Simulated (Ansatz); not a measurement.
CoPt:
```xyz
2
Lattice="2.6934 0.0000 0.0000 0.0000 2.6934 0.0000 0.0000 0.0000 3.7268" Properties=species:S:1:pos:R:3 pbc="T T T"
Pt     1.3467     1.3467     1.8634
Co     0.0000     0.0000     0.0000
```
Starting moments (μB, in the order of the atoms Pt Co): 0.4 1.9.

Relaxed with PBE.

Problem. Map the electron localisation function on the plane through (0.500, 0.500, 0.500) spanned by u = [1, 0, 0] and v = [0, 1, 1] in lattice vectors, from plane-wave PAW PBE (Ansatz code).

Solution. x is the fraction of u, y of v (the angle between them is 90°; rows are the nearest grid lines); atoms in the plane: Pt at (0.00, 0.00), Co at (0.50, 0.50).
```
|66654311211345666|
|66654211211245666|
|66653211111235666|
|55542111111124555|
|33322111111122333|
|22221111111112222|
|11111100000111111|
|11110000000001111|
|11100001110000111|
|11000134543100011|
|10001368986310001|
|10002589998520001|
|10002589998520001|
|10001368986310001|
|11000134543100011|
|11100001110000111|
|11110000000001111|
|11111100000111111|
|22221111111112222|
|33322111111122333|
|55542111111124555|
|66653211111235666|
|66654211211245666|
|66654311211345666|
```
Scale: ten equal steps from 0.138 (start of '0') to 0.983 (end of '9'), in the order '0123456789'; x runs from 0.000 to 1.00, y from 0.000 (bottom) to 1.00 (top).

The density is the valence pseudo-density with augmentation charge, so density and ELF within about 1 Å of a nucleus are not all-electron values.

Space group P4/mmm (L1₀ or tetragonal B2). The cell was relaxed with PBE under the symmetry of its start. The final state is ferromagnetic, chosen from 5 collinear starts compared on coarse meshes (ties went to the first, and starts can fall back to one state), not a proven ground state. Textbook magnetic order: ferromagnetic. Spin–orbit coupling is left out wherever it is not named.

Potentials: the later of the program's two PAW sets.
